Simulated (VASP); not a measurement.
All values below come from r2SCAN meta-GGA, VASP's PBE PAW potentials (set 64) (plane waves; VASP).

Input for VASP

**INCAR**
```
METAGGA=R2SCAN
LREAL=.False.   # projection in real space or not
LASPH=.True.   # aspherical one-centre terms
LPEAD=.True.
NEDOS=1001   # DOS grid
ENCUT=520
SYSTEM=ZrO2
LOPTICS=.True.
CSHIFT=0.1
LWAVE=.False.
ISMEAR=0
PREC=Accurate
EDIFF=1E-7
NELM=100
LMAXMIX=4
LMIXTAU=.True.
LCHARG=.False.
NBANDS=84
SIGMA=0.01   # width (eV)
ALGO=Normal   # blocked Davidson
```

**POSCAR**
```
ZrO2
1
    3.6024393981     0.0000000000    -0.0000000000
    0.0000000000     3.6024393981     0.0000000000
   -0.0000000000     0.0000000000     5.2225553119
Zr O
2 4
Direct
  0.0000000000   0.0000000000   1.0000000000
  0.5000000000   0.5000000000   0.5000000000
  0.0000000000   0.5000000000   0.3020071212
  0.0000000000   0.5000000000   0.8020071212
  0.5000000000   0.0000000000   0.1979928788
  0.5000000000   0.0000000000   0.6979928788
```

KPOINTS:
```
Automatic mesh
0
Gamma
8 8 6
0 0 0
```

POTCAR, in this order: Zr_sv O (PBE.64 set). Program: vasp_std.

What VASP printed:

### OUTCAR
```
 ion  position               nearest neighbor table
   1  0.000  0.000  0.000-   4 2.08   5 2.08   4 2.08   5 2.08   3 2.39   3 2.39   6 2.39   6 2.39
                             2 3.65   2 3.65   2 3.65   2 3.65   2 3.65   2 3.65   2 3.65   2 3.65
   2  0.500  0.500  0.500-   3 2.08   6 2.08   6 2.08   3 2.08   5 2.39   5 2.39   4 2.39   4 2.39
                             1 3.65   1 3.65   1 3.65   1 3.65   1 3.65   1 3.65   1 3.65   1 3.65
   3  0.000  0.500  0.302-   2 2.08   2 2.08   1 2.39   1 2.39
   4  0.000  0.500  0.802-   1 2.08   1 2.08   2 2.39   2 2.39
   5  0.500  0.000  0.198-   1 2.08   1 2.08   2 2.39   2 2.39
   6  0.500  0.000  0.698-   2 2.08   2 2.08   1 2.39   1 2.39
  LATTYP: Found a simple tetragonal cell.
 ALAT       =     3.6024393981
 C/A-ratio  =     1.4497274582
 Subroutine PRICEL returns:
 Original cell was already a primitive cell.
 Subroutine GETGRP returns: Found 16 space group operations
The static configuration has the point symmetry D_2d.
 The point group associated with its full space group is D_4h.
The dynamic configuration has the point symmetry D_2d.
 Subroutine INISYM returns: Found 16 space group operations
 Subroutine IBZKPT returns following result:
 Found     60 irreducible k-points:

 Following reciprocal coordinates:
            Coordinates               Weight
  0.000000  0.000000  0.000000      1.000000
  0.125000  0.000000  0.000000      4.000000
  0.250000  0.000000  0.000000      4.000000
  0.375000  0.000000  0.000000      4.000000
  0.500000  0.000000  0.000000      2.000000
  0.125000  0.125000  0.000000      4.000000
  0.250000  0.125000  0.000000      8.000000
  0.375000  0.125000  0.000000      8.000000
  0.500000  0.125000  0.000000      4.000000
  0.250000  0.250000  0.000000      4.000000
  0.375000  0.250000  0.000000      8.000000
  0.500000  0.250000  0.000000      4.000000
  0.375000  0.375000  0.000000      4.000000
  0.500000  0.375000  0.000000      4.000000
  0.500000  0.500000  0.000000      1.000000
  0.000000  0.000000  0.166667      2.000000
  0.125000  0.000000  0.166667      8.000000
  0.250000  0.000000  0.166667      8.000000
  0.375000  0.000000  0.166667      8.000000
  0.500000  0.000000  0.166667      4.000000
  0.125000  0.125000  0.166667      8.000000
  0.250000  0.125000  0.166667     16.000000
  0.375000  0.125000  0.166667     16.000000
  0.500000  0.125000  0.166667      8.000000
  0.250000  0.250000  0.166667      8.000000
  0.375000  0.250000  0.166667     16.000000
  0.500000  0.250000  0.166667      8.000000
  0.375000  0.375000  0.166667      8.000000
  0.500000  0.375000  0.166667      8.000000
  0.500000  0.500000  0.166667      2.000000
  0.000000  0.000000  0.333333      2.000000
  0.125000  0.000000  0.333333      8.000000
  0.250000  0.000000  0.333333      8.000000
  0.375000  0.000000  0.333333      8.000000
  0.500000  0.000000  0.333333      4.000000
  0.125000  0.125000  0.333333      8.000000
  0.250000  0.125000  0.333333     16.000000
  0.375000  0.125000  0.333333     16.000000
  0.500000  0.125000  0.333333      8.000000
  0.250000  0.250000  0.333333      8.000000
 Subroutine IBZKPT_HF returns following result:
   k-points           NKPTS =     60   k-points in BZ     NKDIM =     60   number of bands    NBANDS=     84
   number of dos      NEDOS =   1001   number of ions     NIONS =      6
   total plane-waves  NPLWV =  31360
   dimension x,y,z NGX =    28 NGY =   28 NGZ =   40
   dimension x,y,z NGXF=    56 NGYF=   56 NGZF=   80
   ions per type =               2   4
   PREC   = accura    normal or accurate (medium, high low for compatibility)
   ISTART =      0    job   : 0-new  1-cont  2-samecut
   ICHARG =      2    charge: 1-file 2-atom 10-const
   ISPIN  =      1    spin polarized calculation?
...
```

OSZICAR:
```
       N       E                     dE             d eps       ncg     rms          rms(c)
DAV:   1     0.391129612587E+03    0.39113E+03   -0.21750E+04 10080   0.598E+02
DAV:   2    -0.965006123570E+02   -0.48763E+03   -0.45194E+03 11440   0.225E+02
DAV:   3    -0.122980700008E+03   -0.26480E+02   -0.25458E+02 15676   0.458E+01
DAV:   4    -0.123527198229E+03   -0.54650E+00   -0.54450E+00 11776   0.551E+00
DAV:   5    -0.123534381766E+03   -0.71835E-02   -0.71831E-02 11740   0.605E-01    0.385E+01
DAV:   6    -0.964808842928E+02    0.27053E+02   -0.57726E+00 12940   0.166E+01    0.126E+01
DAV:   7    -0.906452339354E+02    0.58357E+01   -0.23964E+00 11612   0.562E+00    0.535E+00
DAV:   8    -0.978921473339E+02   -0.72469E+01   -0.71886E-01 10892   0.360E+00    0.243E+00
DAV:   9    -0.917390757893E+02    0.61531E+01   -0.43043E-01 10424   0.303E+00    0.117E+00
DAV:  10    -0.916388362273E+02    0.10024E+00   -0.88152E-02 10396   0.116E+00    0.781E-01
DAV:  11    -0.916173208032E+02    0.21515E-01   -0.37864E-03 12272   0.172E-01    0.671E-01
DAV:  12    -0.917481011112E+02   -0.13078E+00   -0.16130E-02 10292   0.540E-01    0.318E-01
DAV:  13    -0.918698026334E+02   -0.12170E+00   -0.42289E-02 10532   0.861E-01    0.121E-01
DAV:  14    -0.918703948120E+02   -0.59218E-03   -0.38797E-03 11708   0.153E-01    0.190E-01
DAV:  15    -0.918781729341E+02   -0.77781E-02   -0.28587E-03 10596   0.230E-01    0.185E-01
DAV:  16    -0.918841557594E+02   -0.59828E-02   -0.11259E-03 10580   0.126E-01    0.111E-01
DAV:  17    -0.918843044914E+02   -0.14873E-03   -0.66692E-05 11956   0.332E-02    0.649E-02
DAV:  18    -0.918843033816E+02    0.11098E-05   -0.31765E-05 10924   0.225E-02    0.168E-02
DAV:  19    -0.918843817974E+02   -0.78416E-04   -0.16556E-05 10968   0.184E-02    0.886E-03
DAV:  20    -0.918843844274E+02   -0.26300E-05   -0.58757E-06 11652   0.580E-03    0.106E-02
DAV:  21    -0.918843849680E+02   -0.54064E-06   -0.21509E-07 11044   0.170E-03    0.770E-03
DAV:  22    -0.918843849246E+02    0.43406E-07   -0.70235E-07 10920   0.327E-03
   1 F= -.91884385E+02 E0= -.91884385E+02  d E =-.254660E-64
 imaginary and real dielectric function
```

### OUTCAR
```
------------------------ aborting loop because EDIFF is reached ----------------------------------------
  FORCE on cell =-STRESS in cart. coord.  units (eV):
  Direction    XX          YY          ZZ          XY          YZ          ZX
  --------------------------------------------------------------------------------------
  Total        0.0666238      0.0666238      0.0751999      0.0000000      0.0000000     -0.0000000
  in kB        1.5749378      1.5749378      1.7776713      0.0000000      0.0000000     -0.0000000
  external PRESSURE =       1.6425156 kB  Pullay stress =       0.0000000 kB
  volume of cell :       67.78
      direct lattice vectors                 reciprocal lattice vectors
     3.602439398  0.000000000  0.000000000     0.277589680  0.000000000  0.000000000
     0.000000000  3.602439398  0.000000000     0.000000000  0.277589680  0.000000000
     0.000000000  0.000000000  5.222555312     0.000000000  0.000000000  0.191477149
 POSITION                                       TOTAL-FORCE (eV/Angst)
 -----------------------------------------------------------------------------------
      0.00000      0.00000      0.00000        -0.000000     -0.000000     -0.000000
      1.80122      1.80122      2.61128        -0.000000     -0.000000     -0.000000
      0.00000      1.80122      1.57725        -0.000000     -0.000000      0.002702
      0.00000      1.80122      4.18853        -0.000000     -0.000000      0.002702
      1.80122      0.00000      1.03403         0.000000     -0.000000     -0.002702
      1.80122      0.00000      3.64531        -0.000000      0.000000     -0.002702
 -----------------------------------------------------------------------------------
    total drift:                                0.000000      0.000000      0.000000
  FREE ENERGIE OF THE ION-ELECTRON SYSTEM (eV)
  ---------------------------------------------------
  free  energy   TOTEN  =       -91.8843849246 eV

  energy  without entropy=      -91.8843849246  energy(sigma->0) =      -91.88438492

 plasma frequency squared (from intraband transitions) (eV^2)
  --------------------------------------------------------------------------------------
       0.000       0.000       0.000
       0.000       0.000       0.000
       0.000       0.000       0.000

 plasma frequency squared (from interband transitions, int dw w eps(2)(w)) (eV^2)
  --------------------------------------------------------------------------------------
     780.313       0.000       0.000       0.000      -0.000      -0.000
       0.000      -0.000     780.313       0.000       0.000      -0.000
      -0.000       0.000       0.000       0.000     779.319       0.000
```
(Selected blocks of OUTCAR.)

The structure comes from a computed database's ZrO2 entry (P4_2/nmc); how it stands against other phases isn't given here. It was relaxed first.
